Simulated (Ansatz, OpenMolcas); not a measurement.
The same job for OpenMolcas

This Ansatz 0.2.0 job computes doublet [CHF3]−:

run.yaml:
```yaml
crystal:
  periodic: [false, false, false]
  atoms:
    - {symbol: F, position_ang: [-0.668650, -0.329700, 1.079190]}
    - {symbol: C, position_ang: [0.019500, 0.056360, 0.006820]}
    - {symbol: F, position_ang: [1.047350, -0.773770, -0.157470]}
    - {symbol: F, position_ang: [-0.772570, -0.035090, -1.059420]}
    - {symbol: H, position_ang: [0.374370, 1.082210, 0.130870]}
basis:
  gaussian:
    orbitals: def2-SVPD
magnetization:
  spin_polarized: true
  initial_magnetization: 1
hamiltonian:
  xc: {name: BHLYP}
accuracy: high
total_charge: -1
output: {orbitals: {seedname: orbitals}}
```

```bash
$ ansatz run run.yaml --threads 1 --pin off --max-ram 3480MiB --events-out events.jsonl --progress --plain --runs-dir runs
```

The shape is that of a PBE0-D4/def2-TZVP optimisation. That shape belongs to the parent species and isn't relaxed for this state.

The HOMO lies above zero, from self-interaction, a short basis or an unbound electron.

It gives a total energy of -337.792618 Eh.

Problem. Translate the job to OpenMolcas 26.06 as an input file of the program's own.

Solution. One way, which was run:

mol.xyz:
```
5

F     -0.668650    -0.329700     1.079190
C      0.019500     0.056360     0.006820
F      1.047350    -0.773770    -0.157470
F     -0.772570    -0.035090    -1.059420
H      0.374370     1.082210     0.130870
```

test.input:
```
* CHF3 Kohn-Sham DFT
&GATEWAY
BasLib=$CurrDir
Coord=mol.xyz
Basis=def2-SVPD
Group=NoSym
&SEWARD
GridInput
Grid=UltraFine
End of Grid
&SCF
UHF
Charge=-1
Spin=2
KSDFT=HYB_GGA_XC_BHANDHLYP
Thresholds=1e-10 1e-07 1e-07 1e-05
PrOrbitals=1
```

```bash
$ export MOLCAS_MEM=1860
$ pymolcas test.input > test.log
```

(Basis files named in the input come from the Basis Set Exchange and aren't shown.)

Its energy is -337.792618 Eh, the same as the first but for the last digit, at most.
